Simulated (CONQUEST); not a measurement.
As under changes of volume

One of the cells (21.530 Å³/atom); the others are scaled copies at fixed shape and fractional positions:

```
As
1.0
     3.76159    0.00000    0.00000
     0.00000    6.51527    0.00000
     0.00000    0.00000   10.54219
As
12
Direct
  0.00000 0.00000 0.77400
  0.00000 0.33333 0.44067
  0.00000 0.66667 0.10733
  0.50000 0.16667 0.10733
  0.50000 0.50000 0.77400
  0.50000 0.83333 0.44067
  0.00000 0.00000 0.22600
  0.00000 0.33333 0.89267
  0.00000 0.66667 0.55933
  0.50000 0.16667 0.55933
  0.50000 0.50000 0.22600
  0.50000 0.83333 0.89267
```

| Item | Value |
| --- | --- |
| Program | CONQUEST 1.3 |
| Functional | PBEsol |
| Potentials or basis | PseudoDojo NC PBEsol, DZP, grid of 36 × 64 × 100 points |
| k mesh | 7 × 4 × 3 |
| Occupations | fermi-dirac, width 0.05 eV |
| Spin | no spin polarisation |

| volume (Å³/atom) | energy over the lowest point (meV/atom) | pressure (GPa) | largest force (eV/Å) |
| --- | --- | --- | --- |
| 20.239 | 42.17 | 7.9 | 1.148 |
| 20.669 | 23.96 | 5.6 | 0.973 |
| 21.100 | 11.23 | 3.9 | 0.798 |
| 21.530 | 3.29 | 2.1 | 0.649 |
| 21.961 | 0.00 | 0.4 | 0.509 |
| 22.392 | 0.76 | -1.0 | 0.373 |
| 22.822 | ? | ? | ? |

Q: What does the run at 22.822 Å³/atom give?

A: Energy over the lowest point 5.10 meV/atom; pressure -2.2 GPa; largest force 0.243 eV/Å.

Worked out: A Birch-Murnaghan fit of order 3 (a polynomial in V^(-2/3)) to the other rows has its minimum at 22.09 Å³/atom with B0 = V·E''(V) = 77 GPa and B' = 3.6 at fixed shape and positions, which overstates the stiffness. It gives 5.31 meV/atom at 22.822 Å³/atom, against the run's 5.10, and -dE/dV = -2.4 GPa, against -2.2.

Energies are extrapolated to zero smearing.

Caveats: the basis of atomic orbitals isn't converged, which shifts pressures, moduli and gaps; forces of over 1 eV/Å show positions far from the minimum, so gaps and moduli don't describe the material at rest (some runs).
